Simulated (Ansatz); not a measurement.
Write the native input for Ansatz 0.2.0 that does the following.

| Item | Value |
| --- | --- |
| Task | single point |
| Functional | r2SCANh |
| Potentials or basis | Ansatz PAW |
| Cutoff | 500 eV (not typed: the program's choice for these potentials) |
| k mesh | 7 × 7 × 7 |
| Occupations | fermi-dirac, width 0.05 eV |
| Spin | no spin polarisation |

Cu:

```xyz
1
Lattice="-1.4428 1.4428 1.3761 1.4428 -1.4428 1.3761 1.4428 1.4428 -1.3761" Properties=species:S:1:pos:R:3 pbc="T T T"
Cu    0.0000    0.0000    0.0000
```

This isn't the form of Cu at room conditions, which is fcc.

These files were run (other wordings do the same):

input

```
crystal:
  lattice:
    - [-1.44279332, 1.44279332, 1.37608145]
    - [1.44279332, -1.44279332, 1.37608145]
    - [1.44279332, 1.44279332, -1.37608145]
  atoms:
    - { symbol: Cu, position: [0.0, 0.0, 0.0] }
hamiltonian:
  xc: r2scanh
  pseudopotentials: { kind: paw }
kpoints:
  mp_grid: { grid: [7, 7, 7] }
scf:
  occupations: { method: fermi_dirac, width: 0.05 }
output:
  forces: true
  stress: true
  eigenvalues: true
```

Results of the run:

| Item | Value |
| --- | --- |
| Pressure | 1.5 GPa |
| Band gap on the k mesh | none (metal or under the smearing width) |

Caveat: the k mesh is coarse (spacing up to 0.45 Å⁻¹), so the values aren't converged, least of all with exact exchange; the PAW data sets come from PBE, with cores solved anew for the run's functional, which leaves a small shift of forces and pressure; the thresholds are loose for stress.

It took 8.7 s on 1 × NVIDIA H100 80GB HBM3 with 2 threads of AMD EPYC 7R13 Processor (Zen 3), on a shared host, peak memory 1.4 GiB.
